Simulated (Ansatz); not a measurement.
## SiC: equilibrium volume by level of theory

```yaml
crystal:
  lattice:
    - [3.07569, 0.00000, 0.00000]
    - [-1.53785, 2.66363, 0.00000]
    - [0.00000, 0.00000, 10.07065]
  atoms:
    - { symbol: Si, position: [0.00000, 0.00000, 0.18789] }
    - { symbol: Si, position: [0.00000, 0.00000, 0.68789] }
    - { symbol: Si, position: [0.33333, 0.66667, 0.43784] }
    - { symbol: Si, position: [0.66667, 0.33333, 0.93784] }
    - { symbol: C, position: [0.00000, 0.00000, 0.00046] }
    - { symbol: C, position: [0.00000, 0.00000, 0.50046] }
    - { symbol: C, position: [0.33333, 0.66667, 0.24980] }
    - { symbol: C, position: [0.66667, 0.33333, 0.74980] }
```

The cell is a database's computed one, not the measured one.

| rung | level | program and potentials | cutoff (eV) | k mesh | core time | chip | equilibrium volume (Å³/atom) | notes |
| --- | --- | --- | --- | --- | --- | --- | --- | --- |
| GGA | BPBE | Ansatz, Ansatz PAW | 420 | 10 × 10 × 3 | 24 s | INTEL XEON PLATINUM 8581C Emerald Rapids | 10.50 | potentials made for PBE, which Ansatz adapts in part |
| GGA + dispersion | BLYP+D4 | Ansatz, Ansatz PAW | 420 | 10 × 10 × 3 | 28 s | Intel Xeon | 10.30 | potentials made for PBE, which Ansatz adapts in part |
| GGA | RPBE | Ansatz, Ansatz PAW | 420 | 10 × 10 × 3 | 33 s | Intel Xeon | 10.66 | potentials made for PBE, which Ansatz adapts in part |
| GGA | PBE | Ansatz, Ansatz PAW | 420 | 10 × 10 × 3 | 37 s | Intel Xeon | 10.50 | - |
| GGA + dispersion | revPBE+D4 | Ansatz, Ansatz PAW | 420 | 10 × 10 × 3 | 41 s | Intel Xeon | 10.19 | potentials made for PBE, which Ansatz adapts in part |
| GGA | revPBE | Ansatz, Ansatz PAW | 420 | 10 × 10 × 3 | 42 s | Intel Xeon | 10.62 | potentials made for PBE, which Ansatz adapts in part |
| GGA + dispersion | RPBE+D3(BJ) | Ansatz, Ansatz PAW | 420 | 10 × 10 × 3 | 43 s | Intel Xeon | 9.62 | potentials made for PBE, which Ansatz adapts in part |
| meta-GGA + dispersion | r2SCAN+rVV10 | Ansatz, Ansatz PAW | 500 | 10 × 10 × 3 | 54 s | Arm Neoverse V1 | 10.30 | potentials made for PBE, which Ansatz adapts in part |

Times are single runs on shared hosts and different chips, so they are rough; meshes, cutoffs and the tasks' sizes weigh on the time. Task: relaxation of cell and atoms. All rows: no spin polarisation. Meshes are those of the run's cell of 8 atoms unless a note names another. Relaxations start from the cell shown or near it and stop with a little pressure left. Runs on faulty files, with rough fits or with known faults for this quantity aren't shown. No row holds spin-orbit coupling.

By rung: GGA 10.50 to 10.66; GGA + dispersion 9.62 to 10.30; meta-GGA + dispersion 10.30 (Å³/atom).
